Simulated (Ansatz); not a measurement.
System: WS2, a cell derived from the structure in space group 194 by a strain and random displacements, 6 atoms in the cell.

```yaml
crystal:
  lattice:
    - [3.17029, 0.02776, -0.01335]
    - [-1.56110, 2.69468, 0.01842]
    - [-0.05247, 0.05332, 12.50133]
  atoms:
    - { symbol: W, position: [0.52938, 0.83617, 0.19917] }
    - { symbol: W, position: [0.87141, 0.51040, 0.69858] }
    - { symbol: S, position: [0.54629, 0.82912, 0.55680] }
    - { symbol: S, position: [0.88384, 0.51547, 0.06370] }
    - { symbol: S, position: [0.55044, 0.82689, 0.81864] }
    - { symbol: S, position: [0.92719, 0.49824, 0.31932] }
```
Lattice in Å, positions in fractions of it.

The calculation used Ansatz, r²SCAN, plane waves, PAW datasets (generated soft set 1).

Cutoff 500 eV; k-mesh 2×2×1 Γ-centred; Fermi–Dirac smearing of 0.15 eV; no spin polarisation; no spin–orbit coupling.

As given, the pressure is 3.47 GPa.

```json
{"atom": "W1", "Fx (eV/Å)": "4.079", "Fy (eV/Å)": "0.409", "Fz (eV/Å)": "-4.179"}
{"atom": "W2", "Fx (eV/Å)": "1.770", "Fy (eV/Å)": "-1.064", "Fz (eV/Å)": "-4.684"}
{"atom": "S3", "Fx (eV/Å)": "-0.665", "Fy (eV/Å)": "0.520", "Fz (eV/Å)": "2.937"}
{"atom": "S4", "Fx (eV/Å)": "-1.044", "Fy (eV/Å)": "-0.147", "Fz (eV/Å)": "1.848"}
{"atom": "S5", "Fx (eV/Å)": "-1.087", "Fy (eV/Å)": "0.548", "Fz (eV/Å)": "1.813"}
{"atom": "S6", "Fx (eV/Å)": "-3.052", "Fy (eV/Å)": "-0.267", "Fz (eV/Å)": "2.265"}
```

(1) The cell is scaled to 98 % of its volume at fixed fractional coordinates. What happens?

## Answers

(1) The pressure rises by 3.68 GPa to 7.15 GPa, a clamped-ion bulk modulus of about 182 GPa at this volume, and the free energy changes by +11.8 meV/atom.

```csv
atom,Fx (eV/Å),Fy (eV/Å),Fz (eV/Å)
W1,4.250,0.426,-4.380
W2,1.861,-1.103,-4.920
S3,-0.701,0.541,2.726
S4,-1.082,-0.149,1.574
S5,-1.142,0.566,2.265
S6,-3.186,-0.281,2.735
```

The stress includes the program's correction for the finite plane-wave basis.

The k-mesh is coarse, so these values belong to this mesh and can lie far from the converged ones.
